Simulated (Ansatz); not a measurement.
Does relaxation matter for the field gradients of Si₃N₄?

Start: an entry of the Crystallography Open Database (COD; perhaps a calculated or model structure), atoms as given.

Space group P6_3 (No. 173); a = 7.6020, c = 2.9060 Å, γ = 120.00°.

```
site  Wyckoff  site symmetry       x       y       z
  Si       6c              1  0.7685  0.1745  0.2500
  N7       6c              1  0.0305  0.3302  0.2459
 N13       2b            3..  0.6667  0.3333  0.2502
```

One atom of each set is listed.

Computed with Ansatz: DFT, PBE, plane waves and PAW (field gradients read without the response of the frozen cores, which leaves them typically 4 to 6 % off), scalar-relativistic, 420 eV cutoff, Γ-centred 4×4×10 k-points, Fermi–Dirac smearing 0.02 eV.

The largest force at the start is 0.30 eV/Å. Relaxing the ions at fixed cell moves them by 0.009 Å at most (atom 11, N) and 0.009 Å rms.

```
site  moved (Å)   first shell before   first shell after  V_zz before (10²¹ V/m²)  η before
  Si      0.008   4 N at 1.73–1.75 Å  4 N at 1.73–1.74 Å                     0.97      0.39
  N7      0.009  3 Si at 1.73–1.75 Å      3 Si at 1.74 Å                    -5.13      0.07
 N13      0.006       3 Si at 1.73 Å      3 Si at 1.73 Å                    -5.10      0.00
```

(1) What are V_zz and η after the relaxation?

Answers

(1) 

```csv
site,V_zz after,η after,change of V_zz
Si,0.91,0.27,-0.06
N7,-5.13,0.07,0.00
N13,-5.07,0.00,+0.03
```

The largest change of V_zz is on Si, from 0.97 to 0.91. In per cent, |V_zz| changes by -7 on Si, -1 to 0 on N (all sites that start above 0.5).

At this cell the PBE pressure is 6 GPa, so with PBE the cell would grow if it were relaxed.
